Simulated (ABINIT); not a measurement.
# MoS2 (P-3m1) in ABINIT: a series of runs

Aim: see how the results for MoS2 move with the level of theory and the settings. Levels: LDA, PBEsol. Tasks: single point, relaxation of cell and atoms.

Program: ABINIT 10.8.3 (patched build). These are calculated values, not measurements. Logs are shortened: lines on timing, memory, paths and dates and some standing lists are left out, and cuts for length are marked. The log counts tension as positive stress, the text compression.

**1. Starting point**

Symmetry: P-3m1, No. 164, trigonal system. Conventional cell: a = 3.227 Å, b = 3.227 Å, c = 6.312 Å, α = 90.00°, β = 90.00°, γ = 120.00°. Around Mo (site symmetry -3m) lie 6 S at 2.42 Å. Around S (site symmetry 3m) lie 3 Mo at 2.42 Å.

Measurements of this composition are mostly on another form, of space group No. 194.

**2. Single point, LDA**

File run.abi:

```
pp_dirpath "./"
pseudos "Mo.upf, S.upf"

acell 3.2274645616 3.2274645615 6.31247342 Angstrom
rprim
     1.0000000000     0.0000000000     0.0000000000
    -0.5000000000     0.8660254038     0.0000000000
     0.0000000000     0.0000000000     1.0000000000
ntypat 2
znucl 42 16
natom 3
typat 1 2 2
xred
     0.0000000000     0.0000000000     0.5000000000
     0.6666666667     0.3333333333     0.7446806800
     0.3333333333     0.6666666667     0.2553193200

ecut 35.0

kptopt 1
ngkpt 7 7 3
nshiftk 1
shiftk 0.0 0.0 0.0

ixc 7

nband 17
occopt 3
tsmear 0.05 eV

nstep 100
tolvrs 1.0e-10

iomode 3
prtwf 0
prtden 0
prteig 0
prtebands 0
enunit 2
prtvol 2
```

Potentials or basis: PseudoDojo NC SR LDA v0.4.1 standard.

Started as:

```bash
> mpirun --bind-to none -np 4 abinit run.abi > log 2>&1
```

run.abo:

```text
.Version 10.8.3 of ABINIT
 Symmetries : space group P-3 m 1 (#164); Bravais hP (primitive hexag.)
================================================================================
 Values of the parameters that define the memory need of the present run
     intxc =       0    ionmov =       0      iscf =       7    lmnmax =       6
     lnmax =       6     mgfft =      64  mpssoang =       3    mqgrid =    3177
     natom =       3  nloc_mem =       1    nspden =       1   nspinor =       1
    nsppol =       1      nsym =      12    n1xccc =    2501    ntypat =       2
    occopt =       3   xclevel =       1
       mpw =        3816          nfft =       82944          nkpt =          20
================================================================================
================================================================================

--------------------------------------------------------------------------------
------------- Echo of variables that govern the present computation ------------
--------------------------------------------------------------------------------
 -outvars: echo values of preprocessed input variables --------
            acell      6.0990241025E+00  6.0990241023E+00  1.1928845941E+01 Bohr
              amu      9.59400000E+01  3.20660000E+01
             ecut      3.50000000E+01 Hartree
           enunit           2
              ixc           7
         kptrlatt        7    0    0      0    7    0      0    0    3
          kptrlen      3.57865378E+01
            natom           3
            nband          17
            ngfft          36      36      64
             nkpt          20
            nstep         100
             nsym          12
           ntypat           2
           occopt           3
           prtden           0
        prtebands           0
           prteig           0
           prtvol           2
            prtwf           0
            rprim      1.0000000000E+00  0.0000000000E+00  0.0000000000E+00
                      -5.0000000000E-01  8.6602540380E-01  0.0000000000E+00
                       0.0000000000E+00  0.0000000000E+00  1.0000000000E+00
          spgroup         164
           tolvrs      1.00000000E-10
           tsmear      1.83746611E-03 Hartree
            typat      1  2  2
           xangst      0.0000000000E+00  0.0000000000E+00  3.1562367100E+00
                       1.6137322808E+00  9.3168876671E-01  4.7007769989E+00
                       3.3332820768E-11  1.8633775334E+00  1.6116964211E+00
            xcart      0.0000000000E+00  0.0000000000E+00  5.9644229704E+00
                       3.0495120513E+00  1.7606366037E+00  8.8831811069E+00
                       6.2989902255E-11  3.5212732073E+00  3.0456648340E+00
             xred      0.0000000000E+00  0.0000000000E+00  5.0000000000E-01
                       6.6666666667E-01  3.3333333333E-01  7.4468068000E-01
                       3.3333333333E-01  6.6666666667E-01  2.5531932000E-01
            znucl       42.00000   16.00000

================================================================================

 chkinp: Checking input parameters for consistency.

================================================================================
== DATASET  1 ==================================================================

--- !DatasetInfo
iteration_state: {dtset: 1, }
dimensions: {natom: 3, nkpt: 20, mband: 17, nsppol: 1, nspinor: 1, nspden: 1, mpw: 3816, }
cutoff_energies: {ecut:  35.0, pawecutdg:  -1.0, }
electrons: {nelect:   2.60000000E+01, charge:   0.00000000E+00, occopt:   3.00000000E+00, tsmear:   1.83746611E-03, }
meta: {optdriver: 0, ionmov: 0, optcell: 0, iscf: 7, paral_kgb: 0, }
...

 Exchange-correlation functional for the present dataset will be:
  LDA: Perdew-Wang 92 LSD fit to Ceperley-Alder data - ixc=7
  J.P.Perdew and Y.Wang, PRB 45, 13244 (1992)

 Real(R)+Recip(G) space primitive vectors, cartesian coordinates (Bohr,Bohr^-1):
 R(1)=  6.0990241  0.0000000  0.0000000  G(1)=  0.1639607  0.0946627  0.0000000
 R(2)= -3.0495121  5.2819098  0.0000000  G(2)=  0.0000000  0.1893255  0.0000000
 R(3)=  0.0000000  0.0000000 11.9288459  G(3)=  0.0000000  0.0000000  0.0838304
 Unit cell volume ucvol=  3.8428175E+02 bohr^3
[... 186 lines left out ...]
 frms,max,avg= 1.5406453E-03 3.2682022E-03   0.000E+00  0.000E+00  0.000E+00 h/b

 cartesian forces (eV/Angstrom) at end:
    1     -0.00000000000000    -0.00000000000000    -0.00000000000000
    2      0.00000000000000     0.00000000000000    -0.16805771451944
    3     -0.00000000000000    -0.00000000000000     0.16805771451944
 frms,max,avg= 7.9223166E-02 1.6805771E-01   0.000E+00  0.000E+00  0.000E+00 e/A
 length scales=  6.099024102497  6.099024102308 11.928845940872 bohr
              =  3.227464561600  3.227464561500  6.312473420000 angstroms
 Fermi (or HOMO) energy (hartree) =   0.28280   Average Vxc (hartree)=  -0.40088
 Eigenvalues (hartree) for nkpt=  20  k points:
 kpt#   1, nband= 17, wtk=  0.00680, kpt=  0.0000  0.0000  0.0000 (reduced coord)
  -1.98619   -1.03396   -1.03259   -1.03259   -0.26316   -0.20919    0.03388    0.13145
   0.13145    0.21393    0.23915    0.24397    0.24397    0.26967    0.26967    0.39728
   0.39728
      occupation numbers for kpt#   1
   2.00000    2.00000    2.00000    2.00000    2.00000    2.00000    2.00000    2.00000
   2.00000    2.00000    2.00000    2.00000    2.00000    1.99843    1.99843    0.00000
   0.00000
 kpt#   2, nband= 17, wtk=  0.04082, kpt=  0.1429  0.0000  0.0000 (reduced coord)
  -1.98597   -1.03491   -1.03350   -1.03312   -0.25202   -0.20690    0.04810    0.10977
   0.13713    0.18697    0.21655    0.22584    0.23815    0.28186    0.29511    0.37745
   0.39439
      occupation numbers for kpt#   2
   2.00000    2.00000    2.00000    2.00000    2.00000    2.00000    2.00000    2.00000
   2.00000    2.00000    2.00000    2.00000    2.00000    1.25005    0.00246    0.00000
   0.00000
 kpt#   3, nband= 17, wtk=  0.04082, kpt=  0.2857  0.0000  0.0000 (reduced coord)
[... 128 lines left out ...]
  -1.98517   -1.04219   -1.03606   -1.03184   -0.20279   -0.19665    0.06501    0.08227
   0.12271    0.12784    0.16097    0.17814    0.26167    0.28714    0.33193    0.37375
   0.42872
      occupation numbers for kpt#  19
   2.00000    2.00000    2.00000    2.00000    2.00000    2.00000    2.00000    2.00000
   2.00000    2.00000    2.00000    2.00000    1.99998    0.17202    0.00000    0.00000
   0.00000
 kpt#  20, nband= 17, wtk=  0.08163, kpt=  0.2857  0.2857  0.3333 (reduced coord)
  -1.98492   -1.04225   -1.03913   -1.03133   -0.19131   -0.18454    0.06385    0.07633
   0.10800    0.12574    0.14398    0.15807    0.28344    0.28944    0.32306    0.37946
   0.42566
      occupation numbers for kpt#  20
   2.00000    2.00000    2.00000    2.00000    2.00000    2.00000    2.00000    2.00000
   2.00000    2.00000    2.00000    2.00000    0.82616    0.05245    0.00000    0.00000
   0.00000
 Fermi (or HOMO) energy (eV) =   7.69533   Average Vxc (eV)= -10.90843
 Eigenvalues (   eV  ) for nkpt=  20  k points:
 kpt#   1, nband= 17, wtk=  0.00680, kpt=  0.0000  0.0000  0.0000 (reduced coord)
 -54.04692  -28.13543  -28.09811  -28.09811   -7.16103   -5.69234    0.92183    3.57707
   3.57707    5.82139    6.50768    6.63883    6.63883    7.33804    7.33804   10.81042
  10.81042
 kpt#   2, nband= 17, wtk=  0.04082, kpt=  0.1429  0.0000  0.0000 (reduced coord)
 -54.04096  -28.16124  -28.12299  -28.11259   -6.85790   -5.62993    1.30882    2.98695
   3.73160    5.08767    5.89253    6.14531    6.48042    7.66979    8.03037   10.27091
  10.73187
 kpt#   3, nband= 17, wtk=  0.04082, kpt=  0.2857  0.0000  0.0000 (reduced coord)
 -54.02753  -28.30066  -28.14495  -28.09509   -6.10165   -5.45677    2.00113    2.60699
   2.91944    3.78895    5.40746    5.58323    6.13960    8.25040    8.35932   10.87054
  10.93574
 kpt#   4, nband= 17, wtk=  0.04082, kpt=  0.4286  0.0000  0.0000 (reduced coord)
 -54.01673  -28.41028  -28.17079  -28.07275   -5.59546   -5.01944    1.02972    2.43250
   3.17274    3.56600    4.42202    5.83120    5.92984    8.48619    9.10709   11.20686
  11.39749
 kpt#   5, nband= 17, wtk=  0.04082, kpt=  0.1429  0.1429  0.0000 (reduced coord)
[... 48 lines left out ...]
 -54.01913  -28.35946  -28.19254  -28.07773   -5.61831   -5.23528    1.74910    2.00975
   3.42160    3.54902    4.38020    5.15522    6.78132    8.16265    9.11943    9.96943
  11.24265
 kpt#  18, nband= 17, wtk=  0.08163, kpt=  0.4286  0.1429  0.3333 (reduced coord)
 -54.01373  -28.40540  -28.21404  -28.06654   -5.45805   -4.86253    1.07899    2.27632
   3.06766    3.47460    4.35210    4.87725    6.80593    8.49354    9.05433   10.37337
  11.85275
 kpt#  19, nband= 17, wtk=  0.08163, kpt= -0.4286  0.1429  0.3333 (reduced coord)
 -54.01913  -28.35946  -28.19254  -28.07773   -5.51828   -5.35099    1.76913    2.23859
   3.33910    3.47869    4.38024    4.84751    7.12053    7.81350    9.03238   10.17032
  11.66595
 kpt#  20, nband= 17, wtk=  0.08163, kpt=  0.2857  0.2857  0.3333 (reduced coord)
 -54.01240  -28.36117  -28.27624  -28.06392   -5.20576   -5.02152    1.73745    2.07710
   2.93894    3.42156    3.91789    4.30141    7.71290    7.87605    8.79087   10.32567
  11.58271
 Total charge density [el/Bohr^3]
)     Maximum=    9.3435E-01  at reduced coord.    0.8611    0.9444    0.5313
)Next maximum=    9.3435E-01  at reduced coord.    0.0833    0.9444    0.5313
)     Minimum=    1.7205E-03  at reduced coord.    0.0000    0.0000    0.0000
)Next minimum=    1.7426E-03  at reduced coord.    0.0278    0.0000    0.0000
   Integrated=    2.6000E+01

--- !EnergyTerms
iteration_state     : {dtset: 1, }
comment             : Components of total free energy in Hartree
kinetic             :  2.99239842335218E+01
hartree             :  2.89156710209006E+01
xc                  : -1.65799371082711E+01
Ewald energy        : -5.70820386250769E+01
psp_core            :  2.24396445544218E+00
local_psp           : -9.16424152084080E+01
non_local_psp       :  1.16600685110016E+01
internal            : -9.25607027208898E+01
'-kT*entropy'       : -5.79435627848336E-04
total_energy        : -9.25612821565177E+01
total_energy_eV     : -2.51872080018423E+03
band_energy         : -8.95973404853954E+00
...

 Cartesian components of stress tensor (hartree/bohr^3)
  sigma(1 1)=  2.35251097E-04  sigma(3 2)=  0.00000000E+00
  sigma(2 2)=  2.35251097E-04  sigma(3 1)=  0.00000000E+00
  sigma(3 3)=  1.34617945E-04  sigma(2 1)= -1.08667439E-13

-Cartesian components of stress tensor (GPa)         [Pressure= -5.9344E+00 GPa]
- sigma(1 1)=  6.92132624E+00  sigma(3 2)=  0.00000000E+00
- sigma(2 2)=  6.92132624E+00  sigma(3 1)=  0.00000000E+00
- sigma(3 3)=  3.96059669E+00  sigma(2 1)= -3.19710644E-09

== END DATASET(S) ==============================================================
================================================================================

 -outvars: echo values of variables after computation  --------
            acell      6.0990241025E+00  6.0990241023E+00  1.1928845941E+01 Bohr
           etotal     -9.2561282157E+01
            fcart     -2.9432525356E-29 -1.1895013506E-28 -0.0000000000E+00
                       3.2375777892E-28  3.9083615806E-28 -3.2682022068E-03
                      -2.9432525356E-28 -2.7188602299E-28  3.2682022068E-03
            rprim      1.0000000000E+00  0.0000000000E+00  0.0000000000E+00
                      -5.0000000000E-01  8.6602540380E-01  0.0000000000E+00
                       0.0000000000E+00  0.0000000000E+00  1.0000000000E+00
           strten      2.3525109715E-04  2.3525109731E-04  1.3461794548E-04
                       0.0000000000E+00  0.0000000000E+00 -1.0866743901E-13
           xangst      0.0000000000E+00  0.0000000000E+00  3.1562367100E+00
                       1.6137322808E+00  9.3168876671E-01  4.7007769989E+00
                       3.3332820768E-11  1.8633775334E+00  1.6116964211E+00
             xred      0.0000000000E+00  0.0000000000E+00  5.0000000000E-01
                       6.6666666667E-01  3.3333333333E-01  7.4468068000E-01
                       3.3333333333E-01  6.6666666667E-01  2.5531932000E-01
 Calculation completed.
```

Wall time 13 s (4 MPI ranks of Arm Neoverse V2, shared host); peak memory 0.28 GiB.

Results:

* Free energy: -2518.7208 eV
* Pressure: -5.9 GPa
* Largest force: 0.168 eV/Å
* Band gap on the k mesh: none (metal or under the smearing width)
* Valence electrons inside the program's atomic spheres: Mo 10.49; S 3.90

Forces in eV/Å, atoms in the order of the input:
```
Mo   0.000  0.000  0.000
S    0.000  0.000 -0.168
S    0.000  0.000  0.168
```

Stress tensor (GPa, compression positive):
```
-6.92  0.00  0.00
 0.00 -6.92  0.00
 0.00  0.00 -3.96
```

Levels at points of the mesh, in eV from the Fermi level:
| k point | band 11 | band 12 | band 13 | band 14 | band 15 | band 16 |
| --- | --- | --- | --- | --- | --- | --- |
| (0.00, 0.00, 0.00) | -1.19 | -1.06 | -1.06 | -0.36 | -0.36 | 3.12 |

**3. Relaxation of cell and atoms, PBEsol**

File run.abi:

```
# Pseudopotentials
pp_dirpath "./"
pseudos "Mo.GGA_PBE-ansatz.xml, S.GGA_PBE-ansatz.xml"

# Structure
acell 3*1.0 Angstrom
rprim
     3.2274645616     0.0000000000     0.0000000000
    -1.6137322808     2.7950663001     0.0000000000
     0.0000000000     0.0000000000     6.3124734200
ntypat 2
znucl 42 16
natom 3
typat 1 2 2
chkprim 0
chksymtnons 0
tolsym 1.0e-6
xred
            0.0            0.0            1/2
            2/3            1/3   0.7446806800
            1/3            2/3   0.2553193200

# Plane-wave basis
ecut 15.4
pawecutdg 30.8
pawxcdev 0
pawovlp -1
ecutsm 0.5

# k points
kptopt 1
ngkpt 7 7 3
nshiftk 1
shiftk 0.0 0.0 0.0

# Exchange and correlation
ixc -116133

# Bands and occupations
nband 17
occopt 3
tsmear 0.00183747

# SCF cycle
nstep 80
tolvrs 1.0e-10

# Output
iomode 3
prteig 0
prtebands 0
prtwf 0
prtden 0

# Relaxation
ionmov 2
optcell 2
ntime 50
tolmxf 2.0e-5
dilatmx 1.08
```

Potentials or basis: Ansatz PAW PBE default generated set, frozen core.

Started as:

```bash
> mpirun --bind-to none -np 4 abinit run.abi > log 2>&1
```

It took 3.4 min on 4 MPI ranks of Intel Xeon 6975P-C (Granite Rapids), shared host; peak memory 0.8 GiB.

The run converged. Its results:

```yaml
Free_energy: -2435.8397 eV
Relaxed_volume: 17.47 Å³/atom
Relaxed_cell: a = 3.156 Å, b = 3.156 Å, c = 6.077 Å, α = 90.00°, β = 90.00°, γ = 120.00°
Space_group_after_relaxing_to_0.05_Å: P-3m1 (No. 164)
Energy_gained_by_relaxing: 14.4 meV/atom
Ionic_steps: 15
Pressure_after_relaxing: 0.0 GPa
Band_gap_on_the_k_mesh: none (metal or under the smearing width)
```

Step by step:
```
step  energy change (eV)  largest force (eV/Å)  pressure (GPa)  volume (Å³)
   1              0.0000                0.0052           -3.17        56.94
   2             -0.0116                0.1321           -1.94        56.39
   3             -0.0265                0.3440            0.68        55.13
   4             -0.0310                0.3038            0.91        54.84
   5             -0.0368                0.0950            0.33        54.52
   6             -0.0371                0.0436           -0.01        54.57
   7             -0.0372                0.0255           -0.16        54.60
   8             -0.0374                0.0008           -0.38        54.60
   9             -0.0380                0.0380           -0.70        54.50
  10             -0.0394                0.0864           -1.09        54.09
  11             -0.0415                0.1125           -1.17        53.17
  12             -0.0427                0.0781           -0.70        52.55
  13             -0.0432                0.0204           -0.16        52.41
  14             -0.0433                0.0007           -0.01        52.42
  15             -0.0433                0.0001            0.00        52.42
```

Final structure:
```
Mo S
1.0
     3.15598    0.00000    0.00000
    -1.57799    2.73316    0.00000
     0.00000    0.00000    6.07680
Mo S
1 2
Cartesian
  0.0000 0.0000 3.0384
  1.5780 0.9111 4.6147
  0.0000 1.8221 1.4621
```

Caveat: the PAW data sets were made with another functional, which shifts forces and pressure a little; this functional lacks dispersion, which binds the layers, so the pressure and a relaxed spacing across them are unreliable; the atomic spheres overlap.

(Part 1 of 2 ends here.)
